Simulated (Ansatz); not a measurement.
Trial structure of BAs, not yet relaxed:

```cif
data_structure
_symmetry_space_group_name_H-M 'Pmmn:1'
_symmetry_Int_Tables_number 59
_cell_length_a 3.3206
_cell_length_b 10.3525
_cell_length_c 4.8215
_cell_angle_alpha 90.000
_cell_angle_beta 90.000
_cell_angle_gamma 90.000
_cell_volume 165.74
loop_
_atom_site_label
_atom_site_type_symbol
_atom_site_symmetry_multiplicity
_atom_site_Wyckoff_symbol
_atom_site_fract_x
_atom_site_fract_y
_atom_site_fract_z
_atom_site_occupancy
B1 B 4 e 0.00000 0.65231 0.11960 1
B2 B 2 a 0.00000 0.00000 0.38106 1
As1 As 4 e 0.50000 0.65231 0.88040 1
As2 As 2 b 0.50000 0.00000 0.61894 1
```

These are results of DFT PBE, scalar-relativistic, plane waves, PAW in Ansatz, not measurements. Settings: cutoff 420 eV, Γ-centred mesh 6×2×4 on the computed 12-atom cell, Gaussian smearing of 0.10 eV; no spin polarisation.

The zero of energy is the elements' standard structures at the same level; no fitted shifts are applied.

Question: What does a single point on this coarse mesh give?

Answer: The pressure is 14.7 GPa (the mean over three directions, positive in compression), the largest force is 1.40 eV/Å, and the energy is +0.27 eV/atom against the elements. The shortest distance is 2.02 Å.

Question: How much does it gain on relaxing, and where does it end?

Answer: Relaxing gains about 0.09 eV/atom in 10 ionic steps and ends at +0.177 eV/atom on the finer mesh. The symmetry stays Pmmn (No. 59). The volume per atom grows by 11.1 %, from 13.8 to 15.3 Å³. The shortest distance goes from 2.02 Å (B–As) to 2.06 Å (B–As). Conventional cell: a = 3.403 Å, b = 10.495 Å, c = 5.155 Å. B on a site of symmetry m is surrounded by 4 As at 2.06–2.16 Å; B on a site of symmetry mm2 has 4 As at 2.07–2.09 Å; As on a site of symmetry m has 4 B at 2.09–2.16 Å; 1 more site not described.

The last run used an 8×4×6 mesh (in the run's order of axes) for its 12-atom cell and Gaussian smearing of 0.02 eV. The reference form of As is held partly by dispersion forces, which this level lacks. The relaxation can't lower the symmetry of the start. Symmetry constrained the relaxation, so the result can be a saddle point.
